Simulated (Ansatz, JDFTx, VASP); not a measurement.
# One calculation of WC, 3 ways

The starting cell:

```xyz
2
Lattice="2.9065 0.0000 0.0000 -1.4532 2.5171 0.0000 0.0000 0.0000 2.8366" Properties=species:S:1:pos:R:3 pbc="T T T"
W     0.0000    0.0000    0.0000
C     1.4533    0.8390    1.4183
```

Alike in all runs: task relaxation of cell and atoms; functional LDA; k mesh 10 × 10 × 9; occupations fermi-dirac, width 0.05 eV; no spin polarisation; no spin-orbit coupling. LDA stands for any of its common fits.

```
                        program and potentials  plane-wave cutoff (eV)  notes  equilibrium volume (Å³/atom)
Ansatz, all-electron LAPW, scalar-relativistic                       -      -                         10.13
           VASP, LDA PAW files C, W_sv, 600 eV                     600      -                         10.19
       JDFTx, PseudoDojo-SR-LDA-0.4.1-standard                    1116      -                         10.11
```

The equilibrium volume spans 10.11 (JDFTx, PseudoDojo-SR-LDA-0.4.1-standard) to 10.19 Å³/atom (VASP, LDA PAW files C, W_sv, 600 eV), with all-electron results at 10.13. Relaxations stop with a little pressure left, so the last digit of a volume isn't settled.

The functional is the same throughout but for its coding, so the spread measures potentials, basis and numerics; runs on potential files found faulty are left out.

The three volumes agree closely, with the two pseudised calculations falling on either side of the all-electron value of 10.13 Å³/atom. The JDFTx result, at 10.11, is nearer to it than the VASP result, at 10.19. The latter offset probably reflects the tungsten potential or its projectors, though volumes alone can't separate these from basis and other numerical differences.

All three cells are smaller than the starting cell, whose dimensions are close to the measured ones for hexagonal WC. This contraction is the familiar overbinding of LDA, and it exceeds the spread between the programs, so it belongs to the functional rather than to any one potential. The compact, stiff lattice itself comes from strong covalent mixing of W 5d with C 2p states, whose bonding combinations are largely filled while the antibonding ones stay mostly empty. Agreement in volume doesn't establish equal axial ratios, since small differences in a and c can offset each other.
